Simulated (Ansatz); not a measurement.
# Al: the cost of one run

Computed with Ansatz 0.2.0 (DFT PBEsol, scalar-relativistic, plane waves, PAW, unless a step's input says otherwise).

1 further run of the same task is left out (it didn't finish).

## (1) Starting point

Symmetry: Im-3m, No. 229, cubic system. Conventional cell: a = 3.182 Å, b = 3.182 Å, c = 3.182 Å, α = 90.00°, β = 90.00°, γ = 90.00°. Al (site symmetry m-3m) has 8 Al at 2.76 Å as nearest neighbours.

Coordinates:

```cif
data_structure
_symmetry_space_group_name_H-M 'P 1'
_symmetry_Int_Tables_number 1
_cell_length_a 2.7561
_cell_length_b 2.7561
_cell_length_c 2.7561
_cell_angle_alpha 109.471
_cell_angle_beta 109.471
_cell_angle_gamma 109.471
_cell_volume 16.12
loop_
_atom_site_label
_atom_site_type_symbol
_atom_site_fract_x
_atom_site_fract_y
_atom_site_fract_z
_atom_site_occupancy
Al1 Al 0.00000 0.00000 0.00000 1
```

The structure comes from the Materials Project (structure only).

## (2) A random distortion, cell strained

Against the listed cell: strain xx, yy, zz, yz, xz, xy = +2.7, +4.8, +0.9, -0.1, -0.5, -0.5 %.

Input file input.yaml:

```yaml
crystal:
  lattice:
    - [-1.6522737511, 1.6745508128, 1.6120000061]
    - [1.6348339943, -1.6781787914, 1.5981882279]
    - [1.6350567649, 1.6609618052, -1.6156279847]
  atoms:
    - { symbol: Al, position: [0.0, 0.0, 0.0] }
basis:
  ecutwfc: 420
kpoints:
  mp_grid: { grid: [16, 16, 16] }
hamiltonian:
  xc: pbesol
scf:
  occupations: { method: gaussian, width: 0.1 }
output:
  forces: true
  stress: true
  eigenvalues: true
  populations: true
```

Run with:

```sh
> ansatz run input.yaml --threads 1 --pin off --max-ram 1331MiB --backend cpu --events-out ev --progress --plain --runs-dir out
```

Q: Estimate wall time and peak memory on 1 thread of an Arm CPU, shared host.

About 16 s, with a peak of 0.53 GiB.
